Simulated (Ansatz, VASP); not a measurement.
Given: the input of a run of Ansatz 0.2.0 on Ge.

Contents of input.yaml:

```yaml
crystal:
  lattice:
    - [-2.574489719, 2.574489719, 1.3974126432]
    - [2.574489719, -2.574489719, 1.3974126432]
    - [2.574489719, 2.574489719, -1.3974126432]
  atoms:
    - { symbol: Ge, position: [0.5, 0.5, 0.0] }
    - { symbol: Ge, position: [0.25, 0.75, 0.5] }
kpoints:
  mp_grid: { grid: [11, 11, 11] }
scf:
  occupations: { method: gaussian, width: 0.019 }
hamiltonian:
  xc: pbe
  pseudopotentials: { kind: all_electron, lapw: { basis_error: 0.001 } }
output:
  forces: true
  stress: true
  eigenvalues: true
```

Potentials or basis: all-electron LAPW, scalar-relativistic.

The run is started by

```console
$ ansatz run input.yaml --threads 1 --pin off --max-ram 3072MiB --backend cpu --events-out ev --progress --plain --runs-dir out
```

Translate it to VASP 6.6.1. Potentials there: VASP PAW PBE potentials, release 64 (Ge_d).

As run (the cutoff follows the program's own potentials):

The input INCAR:

```
PREC     = Accurate       # precision mode
ENCUT    = 520            # plane-wave cutoff, eV
EDIFF    = 1E-6           # SCF threshold, eV
ISMEAR   = 0              # smearing method
SIGMA    = 0.019000000000000003 # smearing width, eV
LREAL    = False          # projectors in reciprocal space
LASPH    = True           # aspherical terms in the spheres
NELM     = 80             # most SCF steps
ALGO     = Normal         # electronic algorithm
ISIF     = 2              # what is computed and relaxed
LWAVE    = False          # write WAVECAR
LCHARG   = True           # write CHGCAR
GGA      = PE             # functional
LELF     = True           # ELF
LVHAR    = True         
NBANDS   = 21             # bands
```

The input KPOINTS:

```
Automatic mesh
0
Gamma
  11 11 11
```

Contents of POSCAR:

```
Ge
1.0
   -2.5744897190      2.5744897190      1.3974126432
    2.5744897190     -2.5744897190      1.3974126432
    2.5744897190      2.5744897190     -1.3974126432
Ge
2
Direct
    0.5000000000      0.5000000000      0.0000000000
    0.2500000000      0.7500000000      0.5000000000
```

Potentials or basis: VASP PAW PBE potentials, release 64 (Ge_d).

Run with:

```sh
$ cat potpaw_PBE.64/Ge_d/POTCAR > POTCAR
$ mpirun -np 1 vasp_std > vasp.out
```

Both were run:

|  | VASP | Ansatz | Ansatz less VASP |
| --- | --- | --- | --- |
| gap on the k mesh at the Fermi level (eV) | none | none | - |
| pressure (GPa) | 3.1 | 3.3 | +0.15 |
| largest component of the traceless stress (GPa) | 0.33 | 0.32 | -0.006 |

A gap of «none» marks a metal or a gap that the smearing closes. Ansatz ran all-electron here, so the differences hold the error of VASP's frozen core and of both bases.
